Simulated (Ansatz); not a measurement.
**Equation of state of NdH2 under PBEsol**

```cif
data_structure
_symmetry_space_group_name_H-M 'Fm-3m'
_symmetry_Int_Tables_number 225
_cell_length_a 5.4700
_cell_length_b 5.4700
_cell_length_c 5.4700
_cell_angle_alpha 90.000
_cell_angle_beta 90.000
_cell_angle_gamma 90.000
_cell_volume 163.67
loop_
_atom_site_label
_atom_site_type_symbol
_atom_site_symmetry_multiplicity
_atom_site_Wyckoff_symbol
_atom_site_fract_x
_atom_site_fract_y
_atom_site_fract_z
_atom_site_occupancy
Nd1 Nd 4 a 0.00000 0.00000 0.00000 1
H1 H 8 c 0.25000 0.25000 0.75000 1
```

The cell was scaled at fixed shape and fractions and run with Ansatz, all-electron LAPW, scalar-relativistic; PBEsol, k mesh 8 × 8 × 8 on the cell of 3 atoms, fermi-dirac occupations of 0.05 eV, collinear spin, ferromagnetic start, no spin-orbit coupling. Energies are those that the program minimises, any entropy of the smearing included. The magnetic state is the one that the start led to, which needn't be the lowest. Plain semilocal runs treat an open f shell poorly.

| V (Å³/atom) | energy over the lowest row (meV/atom) |
| --- | --- |
| 12.8206 | 3.916 |
| 13.0934 | 0.873 |
| 13.3662 | 0.000 |
| 13.6389 | 1.119 |
| 13.9117 | ? |
| 14.1845 | 8.666 |
| 14.4573 | 14.778 |

Q: Fit the third-order Birch-Murnaghan form, give V0, B0 and B′, and predict the energy left open.

A: With y = (V0/V)^(2/3), E = E0 + (9 V0 B0/16) [(y - 1)³ B′ + (y - 1)² (6 - 4y)]. Least squares through the rows shown give V0 = 13.3447 Å³/atom, E0 = -0.005 meV, B0 = 57.55 GPa (1 eV/Å³ = 160.218 GPa) and B′ = 3.44, with a largest miss of 0.004 meV. At V = 13.9117 the form with these constants gives 4.062 meV; the run gave 4.065 meV an atom.
